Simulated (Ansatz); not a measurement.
# HfSi3 (AuCu3 type): other levels of theory at one geometry

Aim: keep the cell of HfSi3 (AuCu3 type) fixed and change the level of theory, to see how the gap and the pressure move. The cell was built by placing the elements on the sites of a structure type; the runs don't test whether it is the stable form.

Method: DFT at several levels, plane waves, PAW, in Ansatz 0.2.0.

2 further runs of the same task are left out: 2 that didn't finish.

## 1. The system as given

The structure is cubic, space group Pm-3m (No. 221). Conventional cell: a = 3.974 Å, b = 3.974 Å, c = 3.974 Å, α = 90.00°, β = 90.00°, γ = 90.00°. Hf (site symmetry m-3m) is surrounded by 12 Si at 2.81 Å. Si (site symmetry 4/mmm) has 4 Hf at 2.81 Å and 8 Si at 2.81 Å as nearest neighbours.

As a file:

```cif
data_structure
_symmetry_space_group_name_H-M 'P 1'
_symmetry_Int_Tables_number 1
_cell_length_a 3.9735
_cell_length_b 3.9735
_cell_length_c 3.9735
_cell_angle_alpha 90.000
_cell_angle_beta 90.000
_cell_angle_gamma 90.000
_cell_volume 62.74
loop_
_atom_site_label
_atom_site_type_symbol
_atom_site_fract_x
_atom_site_fract_y
_atom_site_fract_z
_atom_site_occupancy
Hf1 Hf 0.00000 0.00000 0.00000 1
Si1 Si 0.00000 0.50000 0.50000 1
Si2 Si 0.50000 0.50000 0.00000 1
Si3 Si 0.50000 0.00000 0.50000 1
```

An earlier run at PBE left this cell at 15.684 Å³/atom and 0.00 GPa (8×8×8 mesh), a metal on this mesh.

Levels to run: PBE+SOC; r²SCAN; PBEsol; LDA. Hardware: 2 threads of Arm Neoverse V1, shared host.

## 2. PBE+SOC

input.yaml

```yaml
crystal:
  lattice:
    - [3.9735079819, 0.0, 0.0]
    - [0.0, 3.9735079819, 0.0]
    - [0.0, 0.0, 3.9735079819]
  atoms:
    - { symbol: Hf, position: [0.0, 0.0, 0.0] }
    - { symbol: Si, position: [0.0, 0.5, 0.5] }
    - { symbol: Si, position: [0.5, 0.5, 0.0] }
    - { symbol: Si, position: [0.5, 0.0, 0.5] }
basis:
  ecutwfc: 420
  ecutrho_ratio: 4
kpoints:
  mp_grid: { grid: [8, 8, 8] }
hamiltonian:
  xc: pbe
scf:
  occupations: { method: gaussian, width: 0.05 }
output:
  forces: true
  stress: true
  eigenvalues: true
  populations: true
  dos: { projected: true, de: 0.02 }
  write_density: true
  write_potential: true
  elf: true
  volumetric_format: npy
magnetization:
  noncollinear: true
  spin_orbit: true
```

The run is started by

```bash
ansatz run input.yaml --threads 2 --pin off --max-ram 2662MiB --backend cpu --events-out ev --progress --plain --runs-dir out
```

Further steps of the session: r²SCAN; PBEsol; LDA.

What does the calculation give? Wanted: for each run, pressure.

The runs gave:

| level | mesh | gap on the mesh (eV) | pressure (GPa) | time |
| --- | --- | --- | --- | --- |
| PBE | 8×8×8 | metal | 0.0 | 16 s* |
| LDA | 8×8×8 | metal | -6.0 | 2.5 s |
| PBEsol | 8×8×8 | metal | -3.7 | 2.5 s |
| PBE+SOC | 8×8×8 | metal | -0.1 | 20 s* |
| r²SCAN | 8×8×8 | metal | -2.8 | 6.3 s |

Times are on 2 threads of Arm Neoverse V1, shared host. * Includes bands or densities of states.

The pressure runs from -6.0 GPa (LDA) to 0.0 GPa (PBE); a negative pressure means that level wants a smaller cell, a positive one a larger cell. Every level gives a metal. Total energies of different levels have different zeros and can't be compared.
